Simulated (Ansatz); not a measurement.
## Ga2O3 (R-3c): the host for defect calculations

Before any defect goes in: Ga2O3 (R-3c) at rest, and how it screens a charge.

Method: plane-wave PAW DFT, PBEsol; relaxation of the host's cell and atoms; PAW set soft_1, in the first sound run; inputs show where later runs differ, in Ansatz 0.2.0.

**1. Starting point**

The structure is trigonal, space group R-3c (No. 167). The conventional cell has a = 4.997 Å, b = 4.997 Å, c = 13.451 Å, α = 90.00°, β = 90.00°, γ = 120.00°. Nearest to Ga lie 6 O at 1.93 to 2.08 Å. Nearest to O lie 4 Ga at 1.93 to 2.08 Å. Farther neighbours and most contacts between anions are not listed.

**2. Host cell relaxation**

Cell and atoms are relaxed together, until forces and stress fall under their thresholds.

The input, cell/input.yaml:

```yaml
crystal:
  lattice:
    - [2.4986992, 1.4426247, 4.4835498]
    - [-2.4986992, 1.4426247, 4.4835498]
    - [0.0, -2.8852493, 4.4835498]
  atoms:
    - { symbol: Ga, position: [0.85558558, 0.85558558, 0.85558558] }
    - { symbol: Ga, position: [0.64441442, 0.64441442, 0.64441442] }
    - { symbol: Ga, position: [0.14441442, 0.14441442, 0.14441442] }
    - { symbol: Ga, position: [0.35558558, 0.35558558, 0.35558558] }
    - { symbol: O, position: [0.75, 0.44683282, 0.05316718] }
    - { symbol: O, position: [0.44683282, 0.05316718, 0.75] }
    - { symbol: O, position: [0.05316718, 0.75, 0.44683282] }
    - { symbol: O, position: [0.25, 0.55316718, 0.94683282] }
    - { symbol: O, position: [0.94683282, 0.25, 0.55316718] }
    - { symbol: O, position: [0.55316718, 0.94683282, 0.25] }
basis:
  ecutwfc: 420
  xc_grid: 2
hamiltonian:
  xc: pbesol
  pseudopotentials: { kind: paw, azcp: { folder: soft_1 }, xc_functional: pbe }
kpoints:
  mp_grid: { grid: [7, 7, 7] }
scf:
  occupations: { method: fixed }
  max_iter: 100
relax:
  f_tol: 0.005
  max_steps: 60
  cell: {}
output:
  forces: true
  stress: true
checkpoint:
  write: "../cell.run"
  compress: false
  write_wavefunctions: false
  write_every: 100000
```

The run is started by

```
$ ansatz run input.yaml --threads 4 --pin off --max-ram 15073MiB --backend cpu --events-out ev --progress --plain --runs-dir out
```

Numbers of over 12 decimals in the logs are rounded to 6 here.

Log:

```text
[... repeated set-up lines and file paths are left out, and long positions are rounded to six places ...]
Engine: ansatz 0.2.0, aarch64-unknown-linux-gnu
Pseudopotentials: kind: paw
Pseudopotential: Ga, paw, valence charge 13, recommended cutoff 420 eV (normal), soft_1/Ga.paw.azcp
Pseudopotential: O, paw, valence charge 6, recommended cutoff 420 eV (normal), soft_1/O.paw.azcp
Functional definition: PBEsol
  exchange = pbesol_x
  correlation = pbesol_c
Crystal: 10 atoms, lattice volume = 96.971 Å³
Basis set: ecut = 420 eV, 1899 PW (Γ), exchange–correlation on 72×72×72 points (8 copies of the dense FFT grid, shifted against one another)
Bands: 54, of which v1, the nominal top of the filled ones, is band 44 counted from 1 (43 counted from 0)
Symmetry: 12 space group operations
Space group: R-3c (ITA 167), of the structure as read, at distance tolerance 4.6e-5 Å
k-points: 44 of 343
Non-local potential: Ga, projectors of the file, l = 0: 2, l = 1: 2, l = 2: 3, l = 3: 1
Non-local potential: O, projectors of the file, l = 0: 2, l = 1: 2, l = 2: 1
PAW form: soft (Blöchl's): semilocal exchange-correlation on the pseudo side does not see the compensation charge
PAW frozen core: Ga, regenerated for the run's functional, and the local potential with it (the file was generated under x = pbe(κ = 0.804, μ = 0.219515), c = pbe(β = 0.066725))
PAW frozen core: O, regenerated for the run's functional, and the local potential with it (the file was generated under x = pbe(κ = 0.804, μ = 0.219515), c = pbe(β = 0.066725))
PAW one-centre angular grid: Ga, 590 points (default); XC on 64 Gauss nodes
PAW one-centre angular grid: O, 110 points (default); XC on 64 Gauss nodes
Initial density: superposition of atomic densities (chi_scale 0.1, normalization cell, long waves kept (reshape's long-wave potential 0.00 eV rms))
Initial wavefunctions: pseudopotential atomic-orbital guess
Functional: x = pbesol(κ = 0.804, μ = 0.123457), c = pbesol(β = 0.046)
SCF iter   1: F=—  HF=-18343.839634 eV  |F-HF|=—  |Δ(HF+E_count)|=         —  Δρ=1.20e-1  dr2=5.77e0  ethr=3.10e-3  ⟨swp⟩=4.0  Hψ=6994  notcnv=0  defer=268
preconditioner: auto → Resta (q_TF=auto, 2.685 Å⁻¹)  ε∞=4.4  [insulator: Δε(μ)=2.984 eV  Ē_g=19.049 eV  n_scr=26 (ndim 8)  ℏωp=35.4 eV  f_vac=0.000  ε∞_Penn≈4.4]
SCF iter   2: F=—  HF=-18342.372133 eV  |F-HF|=—  |Δ(HF+E_count)|=    1.47e0  Δρ=5.51e-2  dr2=1.28e0  ethr=3.10e-3  ⟨swp⟩=2.0  Hψ=4565  notcnv=0  defer=278
SCF iter   3: F=—  HF=-18341.863177 eV  |F-HF|=—  |Δ(HF+E_count)|=   5.09e-1  Δρ=1.46e-2  dr2=1.39e-1  ethr=1.45e-3  ⟨swp⟩=2.0  Hψ=3985  notcnv=0  defer=221
automatic band count: iteration 3 solves 52 bands in place of 54: the levels show a gap, and the empty bands left out lie too high to hold charge; the band table lists the bands solved (type scf.n_extra_bands for more)
SCF iter   4: F=—  HF=-18341.780015 eV  |F-HF|=—  |Δ(HF+E_count)|=   8.32e-2  Δρ=4.28e-3  dr2=1.51e-2  ethr=1.58e-4  ⟨swp⟩=2.0  Hψ=3952  notcnv=0  defer=263
SCF iter   5: F=—  HF=-18341.791235 eV  |F-HF|=—  |Δ(HF+E_count)|=   1.12e-2  Δρ=2.58e-3  dr2=4.44e-3  ethr=1.72e-5  ⟨swp⟩=2.0  Hψ=4103  notcnv=0  defer=264
SCF iter   6: F=—  HF=-18341.791989 eV  |F-HF|=—  |Δ(HF+E_count)|=   7.54e-4  Δρ=4.06e-4  dr2=1.51e-4  ethr=5.05e-6  ⟨swp⟩=2.0  Hψ=3930  notcnv=0  defer=264
SCF iter   7: F=—  HF=-18341.792143 eV  |F-HF|=—  |Δ(HF+E_count)|=   1.54e-4  Δρ=7.76e-5  dr2=6.26e-6  ethr=1.71e-7  ⟨swp⟩=2.0  Hψ=4092  notcnv=0  defer=145
SCF iter   8: F=—  HF=-18341.792154 eV  |F-HF|=—  |Δ(HF+E_count)|=   1.07e-5  Δρ=1.58e-5  dr2=2.85e-7  ethr=7.12e-9  ⟨swp⟩=2.0  Hψ=3980  notcnv=0  defer=106
SCF iter   9: F=-18341.792154 eV  HF=-18341.792154 eV  |F-HF|=2.60e-9  |Δ(HF+E_count)|=   2.17e-7  Δρ=2.70e-6  dr2=7.38e-9  ethr=1.14e-10  ⟨swp⟩=4.0  Hψ=8119  notcnv=0
SCF 1 converged in 9 iterations: F = -18341.792154 eV  dr2 = 7.38e-9
  greatest PAW one-centre occupation: 0.998 electrons in one spin orbital (limit 2), on the Ga atom at site 2 (counted from 0), in its partial waves of l = 2
relax step   1: F+E_penalty+E_count = -18341.79215421 eV  Δ(F+E_penalty+E_count) = +0.000e0 eV  max|allowed force component| = 2.953e-2 eV/Å  Δτ_max = 0.0000 Å  P = +0.305 GPa  Ω = 96.971 Å³  (9 SCF iters, dr2 threshold 1.00e-7 eV, accepted)
[... the SCF cycles and remarks between the steps are left out from here to the last step ...]
relax step   2: F+E_penalty+E_count = -18341.79225240 eV  Δ(F+E_penalty+E_count) = -9.819e-5 eV  max|allowed force component| = 6.564e-3 eV/Å  Δτ_max = 0.0016 Å  P = +0.150 GPa  Ω = 97.034 Å³  energy of the carried Pulay correction = -2.050e-4 eV  (4 SCF iters, dr2 threshold 3.10e-7 eV, accepted)
relax step   3: F+E_penalty+E_count = -18341.79208793 eV  Δ(F+E_penalty+E_count) = +1.645e-4 eV  max|allowed force component| = 1.937e-3 eV/Å  Δτ_max = 0.0004 Å  P = -0.008 GPa  Ω = 97.098 Å³  energy of the carried Pulay correction = -4.112e-4 eV  (4 SCF iters, dr2 threshold 8.38e-8 eV, accepted)
Initial wavefunctions: pseudopotential atomic-orbital guess (no wavefunctions were taken with the density)
iter 1 solved again at ethr=1.18e-8 eV; its pass at ethr=3.10e-3 eV (dr2=1.04e-5 eV) is discarded
SCF iter   1: F=—  HF=-18341.792389 eV  |F-HF|=—  |Δ(HF+E_count)|=         —  Δρ=1.42e-4  dr2=4.52e-7  ethr=1.18e-8  ⟨swp⟩=3.7  Hψ=13781  notcnv=0  defer=352
SCF iter   2: F=—  HF=-18341.792446 eV  |F-HF|=—  |Δ(HF+E_count)|=   5.75e-5  Δρ=7.22e-5  dr2=1.23e-7  ethr=5.14e-10  ⟨swp⟩=1.1  Hψ=2191  notcnv=0  defer=234
SCF iter   3: F=—  HF=-18341.792464 eV  |F-HF|=—  |Δ(HF+E_count)|=   1.76e-5  Δρ=2.21e-6  dr2=2.77e-9  ethr=1.40e-10  ⟨swp⟩=2.0  Hψ=2585  notcnv=0  defer=235
SCF iter   4: F=—  HF=-18341.792464 eV  |F-HF|=—  |Δ(HF+E_count)|=   1.91e-9  Δρ=9.41e-7  dr2=3.37e-10  ethr=3.14e-12  ⟨swp⟩=2.1  Hψ=4009  notcnv=0  defer=235
SCF iter   5: F=-18341.792464 eV  HF=-18341.792464 eV  |F-HF|=5.82e-11  |Δ(HF+E_count)|=   1.62e-9  Δρ=2.45e-7  dr2=4.70e-11  ethr=1.00e-12  ⟨swp⟩=4.1  Hψ=8356  notcnv=0
SCF 4 converged in 5 iterations: F = -18341.792464 eV  dr2 = 4.70e-11
relax step   4: F+E_penalty+E_count = -18341.79246408 eV  Δ(F+E_penalty+E_count) = -3.761e-4 eV  max|allowed force component| = 1.935e-3 eV/Å  Δτ_max = 0.0000 Å  P = -0.001 GPa  Ω = 97.098 Å³  stress off target by 1.86e-2 GPa  SCF on the basis re-selected at this cell (its energy is not comparable with the rows above)  (5 SCF iters)
basis re-selected at this cell: Δ(F+E_penalty+E_count) = -3.761e-4 eV, ΔP = +0.007 GPa vs the last step (what re-selecting the basis moved, of the pressure what is left beyond the Pulay correction that the steps carried, after the strain that the cell walked [...]
SCF converged after 5 iterations
Free energy (F): -18341.792464 eV
Harris-Foulkes:  -18341.792464 eV  (|F-HF|=5.82e-11)
Internal energy: -18341.792464 eV  (E = F + TS)
E sigma→0 (E₀):  -18341.792464 eV
Fermi energy:    8.945503 eV
--- Per-component energies (eV) ---
  E_band       = -8.924713
  E_kinetic    = 1462.873454
  E_local      = -6415.791984  (includes V_loc(G=0)·N_el)
  E_nonlocal   = -26.477053
  E_hartree    = 3847.087638
  E_xc         = -671.011891
  E_vxc        = -764.414486  (∫ρ·V_xc dr)
  E_paw        = -8791.330394  (= ΣΔE_a)
  E_vpaw       = -1959.294585  (= ΣTr[D̂ρ^β])
  E_aug_tail   = 0.003950  (compensation charges beyond the density's cutoff)
  E_ewald      = -7750.809827
  E_core_change = 3.663644  (= ΣΔE_core)
  E_smearing   = -0.000000  (= −TS)
  E_closure    = 0.000000  (closes the sum)
  Σ components = -18341.792464   (vs F -18341.792464, Δ=0.00e0)
--- Forces (eV/Å), atoms counted from 1 ---
  atom   1  Ga     0.00000000    -0.00000000    -0.00074999
  atom   2  Ga     0.00000000     0.00000000     0.00074999
  atom   3  Ga    -0.00000000     0.00000000     0.00074999
  atom   4  Ga    -0.00000000    -0.00000000    -0.00074999
  atom   5  O     -0.00096756     0.00167586    -0.00000000
  atom   6  O      0.00193511    -0.00000000     0.00000000
  atom   7  O     -0.00096756    -0.00167586     0.00000000
  atom   8  O      0.00096756    -0.00167586     0.00000000
  atom   9  O      0.00096756     0.00167586    -0.00000000
  atom  10  O     -0.00193511     0.00000000     0.00000000
  max |Σ_I F_I| component: 7.81e-18 eV/Å
--- Stress (GPa, compression-positive) ---
       -0.010066      -0.000000      -0.000000
       -0.000000      -0.010066       0.000000
       -0.000000       0.000000       0.018600
  P = ⅓ Tr σ = -0.0005 GPa (-0.005 kbar)
--- Relaxed structure (3 steps of the walk, 3 accepted, 1 SCFs on fresh bases) ---
  F+E_penalty+E_count = -18341.79246408 eV   max|allowed force component| = 1.935e-3 eV/Å   (the final SCF, on the basis selected at the relaxed cell)
  cell:  # Å, volume = 97.0980 Å³
    - [2.500516, 1.443674, 4.482914]
    - [-2.500516, 1.443674, 4.482914]
    - [0, -2.887348, 4.482914]
  atoms:
    - { symbol: Ga, position: [0.855725, 0.855725, 0.855725] }
    - { symbol: Ga, position: [0.644275, 0.644275, 0.644275] }
    - { symbol: Ga, position: [0.144275, 0.144275, 0.144275] }
    - { symbol: Ga, position: [0.355725, 0.355725, 0.355725] }
    - { symbol: O, position: [0.75, 0.447216, 0.052784] }
    - { symbol: O, position: [0.447216, 0.052784, 0.75] }
    - { symbol: O, position: [0.052784, 0.75, 0.447216] }
    - { symbol: O, position: [0.250000, 0.552784, 0.947216] }
    - { symbol: O, position: [0.947216, 0.250000, 0.552784] }
    - { symbol: O, position: [0.552784, 0.947216, 0.250000] }
```

Run time: 11 s. Hardware: 4 threads of Arm Neoverse V1, shared host; peak memory 0.55 GiB; 42 s of CPU time.

Little changed from the start: no atom moved by 0.005 Å and no cell edge by 0.1 %.

Numbers from this step:

```yaml
pressure: -5.11e-4 GPa
```

**3. Dielectric tensors of the host**

The response to a uniform electric field gives the electronic dielectric tensor.

This step: plane-wave PAW DFPT, PBEsol; dielectric tensors, Born charges and zone-centre modes of the host; PAW set soft_1 (Ansatz 0.2.0).

The input, eps/input.yaml:

```yaml
crystal:
  lattice:
    - [2.500516336, 1.4436737964, 4.4829135218]
    - [-2.500516336, 1.4436737964, 4.4829135218]
    - [0.0, -2.8873475428, 4.4829135379]
  atoms:
    - { symbol: Ga, position: [0.8557246713, 0.8557246713, 0.8557246713] }
    - { symbol: Ga, position: [0.6442753287, 0.6442753287, 0.6442753287] }
    - { symbol: Ga, position: [0.1442753287, 0.1442753287, 0.1442753287] }
    - { symbol: Ga, position: [0.3557246713, 0.3557246713, 0.3557246713] }
    - { symbol: O, position: [0.75, 0.4472156, 0.0527844] }
    - { symbol: O, position: [0.4472156, 0.0527844, 0.75] }
    - { symbol: O, position: [0.0527844, 0.75, 0.4472156] }
    - { symbol: O, position: [0.25, 0.5527844, 0.9472156] }
    - { symbol: O, position: [0.9472156, 0.25, 0.5527844] }
    - { symbol: O, position: [0.5527844, 0.9472156, 0.25] }
basis:
  ecutwfc: 420
hamiltonian:
  xc: pbesol
  pseudopotentials: { kind: paw, azcp: { folder: soft_1 }, xc_functional: pbe }
kpoints:
  mp_grid: { grid: [6, 6, 6] }
scf:
  occupations: { method: fixed }
  max_iter: 100
phonons:
  method: dfpt
  dielectric: true
  rigid_motions: translations
```

Log:

```text
[...]
Crystal: 10 atoms, lattice volume = 97.098 Å³
Basis set: ecut = 420 eV, 1899 PW (Γ), exchange–correlation on 72×72×72 points (8 copies of the dense FFT grid, shifted against one another)
Bands: 54, of which v1, the nominal top of the filled ones, is band 44 counted from 1 (43 counted from 0)
Symmetry: 12 space group operations
k-points: 112 of 216 (irreducible under 1 space group operation, time reversal used)
[...]
SCF iter   1: F=—  HF=-18343.839469 eV  |F-HF|=—  |Δ(HF+E_count)|=         —  Δρ=1.20e-1  dr2=5.77e0  ethr=3.10e-3  ⟨swp⟩=4.0  Hψ=18110  notcnv=0  defer=694
[...]
SCF iter  10: F=-18341.792409 eV  HF=-18341.792409 eV  |F-HF|=2.55e-11  |Δ(HF+E_count)|=   4.07e-9  Δρ=3.92e-7  dr2=8.73e-11  ethr=1.00e-12  ⟨swp⟩=10.6  Hψ=41475  notcnv=0
SCF 1 converged in 10 iterations: F = -18341.792409 eV  dr2 = 8.73e-11
[...]
NSCF: frozen V_eff on 6 k-points
DFPT response loops at Γ: preconditioner auto → Resta (q_TF=auto, 2.684 Å⁻¹)  ε∞=4.7 (no band partly filled); β = 1.00, the filter's whole step (`scf.mixing.beta` (0.50) is not read by the response loops at its default; [...]
── the response to a field inside a basis, on 6×6×6 k-points: an SCF that follows is theirs, and a resumed run solves both again ──
Bands: 45, of which v1, the nominal top of the filled ones, is band 44 counted from 1 (43 counted from 0)
k-points: 28 of 216
[...]
Eigensolver: Dense (28 Hₖ)
SCF iter   1: F=—  HF=-18341.514001 eV  |F-HF|=—  |Δ(HF+E_count)|=         —  Δρ=8.31e-4  dr2=1.76e-4  ethr=1.00e-1
[...]
SCF iter   6: F=-18341.514109 eV  HF=-18341.514109 eV  |F-HF|=1.09e-9  |Δ(HF+E_count)|=   1.48e-9  Δρ=2.89e-6  dr2=9.95e-9  ethr=1.29e-10
SCF 1 converged in 6 iterations: F = -18341.514109 eV  dr2 = 9.95e-9
[...]
SCF converged after 10 iterations
Free energy (F): -18341.792409 eV
[...]
Internal energy: -18341.792409 eV  (E = F + TS)
E sigma→0 (E₀):  -18341.792409 eV
Fermi energy:    8.952241 eV
[...]
--- Band table (eV; the first three rows and the last of 112) ---
[...]
[... further k-points left out ...]
--- Phonons (Γ-DFPT): 4 representative perturbations + reference, on 112 of 216 k-points (Σ response iterations 16) ---
  k mesh reduced under 1 symmetry operation, with k and −k counted as one. Each operation leaves every solved perturbation unchanged. A smaller set is not considered because the run solves the response to a homogeneous field
  ASR residual: 2.399e-4 → 0.000e0 eV/Å²; symmetrization residual: 2.907e-5 eV/Å²
  ASR residual per site (eV/Å²): 1.26e-4 1.26e-4 1.26e-4 1.26e-4 2.40e-4 2.40e-4 2.40e-4 2.40e-4 2.40e-4 2.40e-4
  Γ frequencies (cm⁻¹): 0.00 0.00 0.00 152.26 207.99 216.35 216.35 228.76 228.76 265.80 279.94 279.94 314.50 314.50 323.37 323.37 327.90 415.61 415.61 453.12 453.12 455.89 519.06 543.01 543.01 546.27 597.37 657.51 657.51 670.74
  ε∞ (high-frequency dielectric tensor):
        4.475615     0.000000     0.000000
        0.000000     4.475615    -0.000000
        0.000000    -0.000000     4.344409
  ε⁰ (static dielectric tensor: ions relaxed, cell fixed):
       13.084077    -0.000000     0.000000
       -0.000000    13.084077     0.000000
        0.000000     0.000000    18.824888
  ε⁰ − ε∞ (ionic part):
        8.608463    -0.000000     0.000000
       -0.000000     8.608463     0.000000
        0.000000     0.000000    14.480479
  softest optical mode at Γ: 152.26 cm⁻¹; the repairs (sum rule, projections) moved no ω² at Γ by more than (4.40 cm⁻¹)²
  Born effective charges Z* (e; rows j = field, columns β = displacement):
    site 0:
         3.31186    0.05030   -0.00000
        -0.05030    3.31186   -0.00000
         0.00000   -0.00000    3.24760
    site 1:
         3.31186   -0.05030    0.00000
         0.05030    3.31186   -0.00000
        -0.00000   -0.00000    3.24760
    site 2:
         3.31186    0.05030   -0.00000
        -0.05030    3.31186   -0.00000
         0.00000   -0.00000    3.24760
    site 3:
         3.31186   -0.05030    0.00000
         0.05030    3.31186   -0.00000
        -0.00000   -0.00000    3.24760
    site 4:
        -2.15229    0.09634   -0.33223
         0.09634   -2.26353   -0.19181
        -0.47271   -0.27292   -2.16506
    site 5:
        -2.31915    0.00000   -0.00000
        -0.00000   -2.09667    0.38362
         0.00000    0.54583   -2.16506
    site 6:
        -2.15229   -0.09634    0.33223
        -0.09634   -2.26353   -0.19181
         0.47271   -0.27292   -2.16506
    site 7:
        -2.15229    0.09634   -0.33223
         0.09634   -2.26353   -0.19181
        -0.47271   -0.27292   -2.16506
    site 8:
        -2.15229   -0.09634    0.33223
        -0.09634   -2.26353   -0.19181
         0.47271   -0.27292   -2.16506
    site 9:
        -2.31915    0.00000   -0.00000
        -0.00000   -2.09667    0.38362
         0.00000    0.54583   -2.16506
  Z* charge neutrality: 8.905e-3 e pre-enforcement
  solved inside a basis spanned on kpoints, on 6×6×6 k-points, its susceptibility summed on 10×10×10: ε∞ is read to err by 1.8e-2, Z* by 1.7e-2 e (field_mesh: kpoints solves on kpoints); Z* is corrected for what the basis lacks
  optical modes at Γ without the LO–TO term, one row a degenerate level:
      ω (cm⁻¹)  modes    IR ((D/Å)²/amu)
        152.26      1             0.0000
[...]
optical modes at Γ + LO–TO along q̂ = [1.0000, 0.0000, 0.0000]:
      ω (cm⁻¹)  modes    IR ((D/Å)²/amu)
[...]
optical modes at Γ + LO–TO along q̂ = [0.0000, 1.0000, 0.0000]:
      ω (cm⁻¹)  modes    IR ((D/Å)²/amu)
[...]
optical modes at Γ + LO–TO along q̂ = [0.0000, 0.0000, 1.0000]:
      ω (cm⁻¹)  modes    IR ((D/Å)²/amu)
[...]
323.37      2            48.4145
        327.90      1             0.0000
        415.61      2             0.0000
        431.87      1             7.4296
        453.12      2            64.4850
        455.89      1             0.0000
        543.01      2             1.9843
        546.27      1             0.0000
        597.37      1             0.0000
        657.51      2             0.0000
        665.01      1            49.6643
        670.74      1             0.0000
```

The job ended after 3.3 min (4 threads; peak memory 2.6 GiB).

Reading the cycles: dr2 is the Hartree energy of the density residual (eV), the measure of convergence; HF is the Harris–Foulkes estimate of the energy, which meets the free energy F at convergence.

Electronic dielectric tensor:

```
4.48 0.00 0.00
0.00 4.48 0.00
0.00 0.00 4.34
```

Static dielectric tensor:

```
13.08  0.00  0.00
 0.00 13.08  0.00
 0.00  0.00 18.82
```

The principal values of the electronic dielectric tensor are 4.34, 4.48 and 4.48. The principal values of the static dielectric tensor are 13.08, 13.08 and 18.82.

**4. Primitive cell on a dense mesh**

A dense mesh gives the host's converged energy, against which the supercell's sampling is tested.

This step: plane-wave PAW DFT, PBEsol; single point of the host's primitive cell on a dense mesh; PAW set soft_1 (Ansatz 0.2.0).

dense/input.yaml, as its differences from eps/input.yaml of step 3:

```diff
@@ -18,2 +18,3 @@
   ecutwfc: 420
+  xc_grid: 2
 hamiltonian:
@@ -22,9 +23,5 @@
 kpoints:
-  mp_grid: { grid: [6, 6, 6] }
+  mp_grid: { grid: [7, 7, 7] }
 scf:
-  occupations: { method: fixed }
-  max_iter: 100
-phonons:
-  method: dfpt
-  dielectric: true
-  rigid_motions: translations
+  occupations: { method: fermi_dirac, width: 0.01 }
+  max_iter: 80
```

Log:

```text
[...]
Crystal: 10 atoms, lattice volume = 97.098 Å³
Basis set: ecut = 420 eV, 1899 PW (Γ), exchange–correlation on 72×72×72 points (8 copies of the dense FFT grid, shifted against one another)
Bands: 54, of which v1, the nominal top of the filled ones, is band 44 counted from 1 (43 counted from 0)
Symmetry: 12 space group operations
[...]
k-points: 44 of 343
[...]
SCF iter   1: F=—  HF=-18343.839675 eV  |F-HF|=—  |Δ(HF+E_count)|=         —  Δρ=1.20e-1  dr2=5.77e0  ethr=3.10e-3  ⟨swp⟩=6.0  Hψ=8239  notcnv=0
[...]
SCF iter   9: F=-18341.792464 eV  HF=-18341.792464 eV  |F-HF|=2.80e-9  |Δ(HF+E_count)|=   2.18e-7  Δρ=2.68e-6  dr2=7.36e-9  ethr=1.14e-10  ⟨swp⟩=3.0  Hψ=5763  notcnv=0
SCF 1 converged in 9 iterations: F = -18341.792464 eV  dr2 = 7.36e-9
[...]
SCF converged after 9 iterations
Free energy (F): -18341.792464 eV
[...]
Internal energy: -18341.792464 eV  (E = F + TS)
E sigma→0 (E₀):  -18341.792464 eV
Fermi energy:    10.306783 eV
[...]
```

Elapsed: 4 s, on 4 threads; peak memory 0.51 GiB.

(Continued in part 2 of 3.)

[Logs are printed without paths, hosts, clocks, repeated set-up lines and the standing remarks that a program may print on its own settings, such as how far it seeks lower states.]

[Hosts, paths, dates, database ids (printed as entryN), source tags and the programs' standing remarks are cut or masked in the printed files.]

[Runs of the host that timed out are not shown.]

[For some hosts the program warned that the k-mesh of the response run may be too coarse for force constants and the static dielectric constant; such warnings are not always shown.]
